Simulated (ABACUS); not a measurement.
I:

```xyz
1
Lattice="0.0000 2.3656 3.9098 2.1922 0.0000 3.9098 2.1922 2.3656 0.0000" Properties=species:S:1:pos:R:3 pbc="T T T"
I     0.0000    0.0000    0.0000
```

```yaml
Program: ABACUS 3.10.1
Task: relaxation of cell and atoms
Functional: PBE
Potentials_or_basis: PseudoDojo NC SR 0.4.1 PBE standard
Cutoff: 1361 eV
Density_cutoff: 5442 eV
Basis: DZP LCAO (the cutoffs set its grid)
k_mesh: 6 × 6 × 6
Occupations: fermi-dirac, width 0.05 eV
Spin: no spin polarisation
```

At the start: pressure 1.6 GPa; volume 40.55 Å³/atom.

**Question.** How do energy, volume and symmetry change on relaxing?

**Answer.** Over 43 steps the energy falls by 16.8 meV/atom and the volume is 46.62 Å³/atom (+15.0 %); space group Fmmm (No. 69, to 0.05 Å).

The path:
```
step  energy change (eV)  largest force (eV/Å)  pressure (GPa)  volume (Å³)
   1              0.0000                0.0000            1.56        40.55
   3             -0.0099                0.0000            0.13        42.44
   5             -0.0141                0.0000            0.08        43.81
   7             -0.0150                0.0000            0.28        44.11
   9             -0.0156                0.0000            0.09        44.63
  11             -0.0157                0.0000            0.07        44.78
  13             -0.0159                0.0000            0.05        44.98
  15             -0.0161                0.0000            0.07        45.17
  17             -0.0163                0.0000           -0.05        45.68
  19             -0.0164                0.0000            0.06        45.57
  21             -0.0166                0.0000            0.05        45.83
  23             -0.0166                0.0000           -0.02        46.01
  25             -0.0167                0.0000            0.00        46.10
  27             -0.0167                0.0000            0.04        46.07
  29             -0.0167                0.0000            0.03        46.15
  31             -0.0167                0.0000            0.01        46.23
  33             -0.0167                0.0000            0.02        46.26
  35             -0.0168                0.0000           -0.01        46.40
  37             -0.0168                0.0000            0.03        46.39
  39             -0.0168                0.0000            0.02        46.53
  41             -0.0168                0.0000            0.00        46.56
  43             -0.0168                0.0000            0.01        46.62
```

Final structure:
```xyz
1
Lattice="0.0000 2.4029 4.3367 2.2370 0.0000 4.3367 2.2370 2.4029 0.0000" Properties=species:S:1:pos:R:3 pbc="T T T"
I     0.0000    0.0000    0.0000
```

Caveat: the atomic orbitals were generated for these runs and aren't a published set; the basis of atomic orbitals isn't converged, which shifts pressures, moduli and gaps.
